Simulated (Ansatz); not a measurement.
Relaxed NaBr (rock salt):

```yaml
crystal:
  lattice:
    - [0.00000, 5.94759, 5.94759]
    - [2.97379, 0.00000, 2.97379]
    - [2.97379, 2.97379, 0.00000]
  atoms:
    - { symbol: Br, position: [0.00000, 0.00000, 0.00000] }
    - { symbol: Br, position: [0.50000, 0.00000, 0.00000] }
    - { symbol: Na, position: [0.25000, 0.50000, 0.50000] }
    - { symbol: Na, position: [0.75000, 0.50000, 0.50000] }
```

The atoms are displaced by Q × the pattern below (from a DFPT mode at L = (0.5, 0.0, 0.0), largest move 1; Q in Å), at fixed cell. It is one choice among 2 degenerate patterns. (q is in reciprocal vectors of the primitive cell; the cell shown is doubled to hold the pattern.)

```
atom       x       y       z
----  ------  ------  ------
Na3   -0.285   0.520  -0.805
Na4    0.285  -0.520   0.805
```

Atoms not listed stay in place.

The numbers are results of r2SCAN (plane waves to 500 eV, PAW, scalar-relativistic; Ansatz, an electronic-structure program), not measurements. k mesh 5×10×10 (Γ-centred), Fermi-Dirac smearing 0.05 eV. The energy includes the smearing's −TS. NaBr was relaxed with its symmetry unable to fall. ΔE is measured from the undisplaced structure.

```
Q (Å)   ΔE (meV/cell)
------  -------------
-0.180           45.9
-0.150           31.7
-0.120           20.2
-0.090       withheld
-0.060            5.0
-0.030            1.3
0.000             0.0
0.030             1.3
0.060             5.0
0.090        withheld
0.120            20.2
0.150            31.7
0.180            45.9
```

Fit an even polynomial form (powers 2, 4) to the given rows and predict ΔE at Q = 0.090.

Least squares on the 11 given rows: ΔE = (1391)·Q² + (783.0)·Q⁴, in meV/cell with Q in Å; root-mean-square residual 0.02 meV/cell. At 0.090 the fit gives 11.3 meV/cell; the calculation gives 11.4 meV/cell, so the interpolation is off by -0.1 (-0.9 %). The quadratic term alone would give 11.3 meV/cell.

(A displaced cell: forces are minus the slopes of the energy, force constants its curvatures, and phonons follow from these.)
